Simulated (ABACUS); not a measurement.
N:

```
N
1.0
     2.51947    0.00000    0.00000
    -1.25974    2.18193    0.00000
     0.00000    0.00000    2.44600
N
2
Direct
  0.33333 0.66667 0.75000
  0.66667 0.33333 0.25000
```

The real solid is made of molecules; this cell is a model form.

```yaml
Program: ABACUS 3.10.1
Task: single point
Functional: PBE
Potentials_or_basis: PseudoDojo NC SR 0.4.1 PBE standard
Cutoff: 1143 eV
Density_cutoff: 4572 eV
Basis: plane waves
k_mesh: 12 × 12 × 11
Occupations: fermi-dirac, width 0.05 eV
Spin: no spin polarisation
```

On this cell: pressure 11.3 GPa; largest force under 0.003 eV/Å; band gap on the k mesh none (metal or under the smearing width).

The same run follows on a disturbed copy (atoms moved at random, drawn with an rms of 0.05 Å):

```
N
1.0
     2.51947    0.00000    0.00000
    -1.25974    2.18193    0.00000
     0.00000    0.00000    2.44600
N
2
Direct
  0.32898 0.66023 0.73606
  0.67162 0.33290 0.25859
```

Question: What does the disturbed cell give?

Answer: The energy (extrapolated to zero smearing) moves by -30.1 meV/atom; pressure 11.8 GPa; largest force 2.129 eV/Å; band gap on the k mesh none (metal or under the smearing width).

Forces in eV/Å, atoms in the order of the input:
```
N   -0.121 -0.082 -2.124
N    0.121  0.082  2.124
```

Stress tensor (GPa, compression positive):
```
11.94 -2.19  0.62
-2.19 15.48  0.49
 0.62  0.49  7.84
```

The energy falls, though the first cell shows no forces: that form is unstable against this distortion, unless noise or another electronic state is at work.
